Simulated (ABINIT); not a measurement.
**Bi: equation of state with LDA**

The system is Bi.

```xyz
1
Lattice="-1.9814 1.9814 1.9814 1.9814 -1.9814 1.9814 1.9814 1.9814 -1.9814" Properties=species:S:1:pos:R:3 pbc="T T T"
Bi    0.0000    0.0000    0.0000
```

This isn't the form of Bi at room conditions, which is rhombohedral.

```json
{
  "Program": "ABINIT 10.8.3 (patched build)",
  "Task": "equation of state",
  "Functional": "LDA",
  "Potentials or basis": "PseudoDojo NC SR LDA v0.4.1 standard",
  "Cutoff": "952 eV",
  "k mesh": "9 × 9 × 9",
  "Occupations": "fermi-dirac, width 0.05 eV",
  "Spin": "no spin polarisation"
}
```

* Equilibrium volume: 29.39 Å³/atom
* Bulk modulus: 65 GPa
* Pressure derivative of the bulk modulus: 4.9

Energy against volume, from the lowest point:
| volume (Å³/atom) | energy (meV/atom) |
| --- | --- |
| 29.250 | 0.00 |
| 29.872 | 1.45 |
| 30.495 | 7.75 |
| 31.117 | 18.38 |
| 31.739 | 32.84 |
| 32.362 | 50.66 |
| 32.984 | 71.40 |

It took 2 min on 1 thread of Arm Neoverse V1, with other jobs on the host, peak memory 0.12 GiB.

Caveat: pressures at fixed basis lie under the slope of the energies.
